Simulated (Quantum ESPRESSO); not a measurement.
Runs of Quantum ESPRESSO 7.5 on SiC (Moissanite). Symmetry: P6_3mc, No. 186, hexagonal system. Conventional cell: a = 3.076 Å, b = 3.076 Å, c = 5.048 Å, α = 90.00°, β = 90.00°, γ = 120.00°. Around Si (site symmetry 3m) lie 4 C at 1.87 to 1.94 Å. C (site symmetry 3m) is surrounded by 4 Si at 1.87 to 1.94 Å. 

| level | potentials or basis | k mesh | cutoff (eV) | mesh quality | gap on the mesh (eV) |
| --- | --- | --- | --- | --- | --- |
| PBE | PseudoDojo 0.4.1 SR PBE standard | 6 × 6 × 4 | 1116 | not flagged | 2.33 |
| PBE | PseudoDojo 0.4.1 SR PBE standard | 2 × 2 × 2 | 1116 | coarse | (a) |
| PBEsol | PseudoDojo 0.4.1 SR PBEsol standard | 6 × 6 × 4 | 776 | not flagged | 2.16 |
| PBE | PseudoDojo 0.4.1 SR PBE standard | 4 × 4 × 3 | 1116 | coarse | 2.57 |
| PBE | PseudoDojo 0.4.1 SR PBE standard | 5 × 5 × 3 | 1116 | coarse | (b) |
| PBE | PseudoDojo 0.4.1 SR PBE standard | 3 × 3 × 2 | 1116 | coarse | 2.27 |

Alike in all rows: task single point; no spin polarisation; cell as given; smearing fixed.

Task: Fill in the values left out.

Result: (a) 2.39; (b) 2.81.

Caveats: some runs use coarse meshes; a mesh with odd counts misses the zone's faces, so its gaps can be larger than the crystal's (some runs); an odd mesh through Γ misses points on the zone boundary, where band edges often lie (some runs).
